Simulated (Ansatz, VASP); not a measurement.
## SnSe: VASP beside Ansatz

Contents of INCAR:

```
SYSTEM = SnSe
PREC = Accurate
ENCUT = 520
EDIFF = 1E-7
ISMEAR = 0
SIGMA = 0.01
LREAL = .False.
LASPH = .True.
NELM = 100
ALGO = Normal
ISIF = 2
LWAVE = .False.
LCHARG = .True.
GGA = PS
LELF = .True.
LVHAR = .True.
NBANDS = 17
```

KPOINTS

```
Automatic mesh
0
Gamma
  6 6 6
  0 0 0
```

The input POSCAR:

```
SnSe
1.0
    0.0000000000      3.0021131514      3.0021131514
    3.0021131514      0.0000000000      3.0021131514
    3.0021131514      3.0021131514      0.0000000000
Sn Se
1 1
Direct
    0.0000000000      0.0000000000      0.0000000000
    0.5000000000      0.5000000000      0.5000000000
```

Input for Ansatz:

```yaml
crystal:
  lattice:
    - [0.0, 3.0021131514, 3.0021131514]
    - [3.0021131514, 0.0, 3.0021131514]
    - [3.0021131514, 3.0021131514, 0.0]
  atoms:
    - { symbol: Sn, position: [0.0, 0.0, 0.0] }
    - { symbol: Se, position: [0.5, 0.5, 0.5] }
kpoints:
  mp_grid: { grid: [6, 6, 6] }
hamiltonian:
  xc: pbesol
scf:
  occupations: { method: fixed }
  n_extra_bands: 4
output:
  forces: true
  stress: true
  eigenvalues: true
  write_density: true
  write_potential: true
  elf: true
  volumetric_format: npy
```

The cell was built by a generator and needn't be a form met in nature.

Alike in both runs: task single point; functional PBEsol; k mesh 6 × 6 × 6; no spin polarisation.

|  | VASP | Ansatz |
| --- | --- | --- |
| version | VASP 6.6.1 | Ansatz 0.2.0 |
| potentials or method | VASP PAW PBE potentials, release 64 (Sn_d, Se) | plane waves, PAW |
| plane-wave cutoff (eV) | 520 | 420 |
| occupations | gaussian, width 0.01 eV | fixed |
| valence electrons in the cell | 20 | 30 |

|  | VASP | Ansatz | Ansatz less VASP |
| --- | --- | --- | --- |
| gap on the k mesh at the Fermi level (eV) | 0.68 | 0.68 | -0.002 |
| pressure (GPa) | -1.9 | -1.9 | -0.01 |

The two sets of potentials don't hold the same shells in valence.

Caveats: the PAW data sets were made with another functional, which shifts forces and pressure a little (VASP); spin-orbit coupling is left out, which moves the levels of the heavy elements. A k mesh can miss the band edges.
